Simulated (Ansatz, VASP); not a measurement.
## Hf: VASP beside Ansatz

```
Hf
1.0
     0.00000    3.30970    3.30970
     3.30970    0.00000    3.30970
     3.30970    3.30970    0.00000
Hf
2
Direct
  0.12500 0.12500 0.12500
  0.87500 0.87500 0.87500
```

Alike in both runs: task single point; functional PBEsol; k mesh 10 × 10 × 10; occupations fermi-dirac, width 0.1 eV; no spin polarisation.

|  | VASP | Ansatz |
| --- | --- | --- |
| version | VASP 6.6.1 | Ansatz 0.2.0 |
| potentials or method | VASP PAW PBE potentials, release 64 (Hf_pv) | plane waves (420 eV) with PAW, scalar-relativistic |
| plane-wave cutoff (eV) | 520 | 420 |
| valence electrons in the cell | 20 | 52 |

```tsv
	VASP	Ansatz	Ansatz less VASP
pressure (GPa)	-3.2	-3.0	+0.18
```

The two sets of potentials don't hold the same shells in valence. Ansatz warned: «pseudo_functional_mismatch».

Caveats: the PAW data sets were made with another functional, which shifts forces and pressure a little (VASP). Spin-orbit coupling is left out, which matters for the levels of Hf.
